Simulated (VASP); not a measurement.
Set up this calculation in VASP 6.6.1, as the native input.

```
Task                               : work function
Functional                         : HSE06
Potentials or basis                : VASP PAW PBE potentials, release 64 (S, Pt)
Cutoff                             : 520 eV
k mesh                             : 6 × 6 × 1
Occupations                        : gaussian, width 0.03 eV
Spin                               : no spin polarisation
Grid for exact exchange (PRECFOCK) : Fast
Dipole correction                  : yes
Screening parameter                : 0.2 1/A
Further INCAR settings             : ALGO = Normal; EDIFF = 1e-06
```

PtS2, a sheet with vacuum:

```
S Pt
1.0
     3.52673    0.00000    0.00000
    -1.76337    3.05424    0.00000
     0.00000    0.00000   18.46000
S Pt
2 1
Direct
  0.33333 0.66667 0.43253
  0.66667 0.33333 0.56747
  0.00000 0.00000 0.50000
```

The cell was built by a generator and needn't be a form met in nature.

The input as run:

POSCAR

```
PtS2                                    
1.0
    3.5267304993      0.0000000000      0.0000000000
   -1.7633652496      3.0542382071      0.0000000000
    0.0000000000      0.0000000000     18.4600000000
  S               Pt            
     2     1
Direct
     0.3333330000000032    0.6666669999999968    0.4325340517476178
     0.6666669999999968    0.3333330000000032    0.5674659482523823
     0.0000000000000000    0.0000000000000000    0.5000000000000000
```

INCAR.step1

```
SYSTEM = PtS2
PREC     = Accurate       ! precision mode
ENCUT    = 520            ! plane-wave cutoff, eV
EDIFF    = 1E-5           ! SCF threshold, eV
ISMEAR   = 0              ! smearing method
SIGMA    = 0.03           ! smearing width, eV
LREAL    = .FALSE.        ! projectors in reciprocal space
LASPH    = .TRUE.         ! aspherical terms in the spheres
NELM     = 100            ! most SCF steps
ALGO     = Normal         ! electronic algorithm
ISIF     = 2              ! what is computed and relaxed
LWAVE    = .TRUE.         ! write WAVECAR
LDIPOL   = .TRUE.       
IDIPOL   = 3            
DIPOL    = 0.5 0.5 0.500
GGA      = PE             ! functional
KPAR     = 4
```

INCAR.step2

```
SYSTEM = PtS2
PREC     = Accurate       ! precision mode
ENCUT    = 520            ! plane-wave cutoff, eV
EDIFF    = 1E-6           ! SCF threshold, eV
ISMEAR   = 0              ! smearing method
SIGMA    = 0.03           ! smearing width, eV
LREAL    = .FALSE.        ! projectors in reciprocal space
LASPH    = .TRUE.         ! aspherical terms in the spheres
NELM     = 100            ! most SCF steps
ALGO     = Normal         ! electronic algorithm
ISIF     = 2              ! what is computed and relaxed
LWAVE    = .FALSE.        ! write WAVECAR
LCHARG   = .TRUE.         ! write CHGCAR
LDIPOL   = .TRUE.       
IDIPOL   = 3            
DIPOL    = 0.5 0.5 0.500
GGA      = PE             ! functional
LHFCALC  = .TRUE.         ! exact exchange
HFSCREEN = 0.2            ! screening, 1/A
PRECFOCK = Fast         
LVHAR    = .TRUE.       
LVACPOTAV= .TRUE.       
ISTART   = 1            
KPAR     = 4
```

KPOINTS

```
regular mesh
0
G
  6 6 1
  0 0 0
```

Potentials or basis: VASP PAW PBE potentials, release 64 (S, Pt).

Command:

```console
$ cat potpaw_PBE.64/S/POTCAR potpaw_PBE.64/Pt/POTCAR > POTCAR
$ cp INCAR.step1 INCAR
$ mpirun -np 4 vasp_std > vasp.out
$ cp INCAR.step2 INCAR
$ mpirun -np 4 vasp_std > vasp.out
```

It gave:

| Quantity | Value |
| --- | --- |
| Largest force | 0.334 eV/Å |
| Band gap on the k mesh | 2.97 eV, indirect (least direct gap 3.02 eV) |
| Ionisation potential of the upper face | 7.04 eV |

Caveat: the PAW data sets were made with another functional, which shifts forces and pressure a little; spin-orbit coupling is left out, which moves the levels of the heavy elements.

Wall time 2.4 min on 4 MPI ranks on Intel(R) Xeon(R) Platinum 8488C (Sapphire Rapids), with other jobs on the host, peak memory 0.42 GiB a rank.
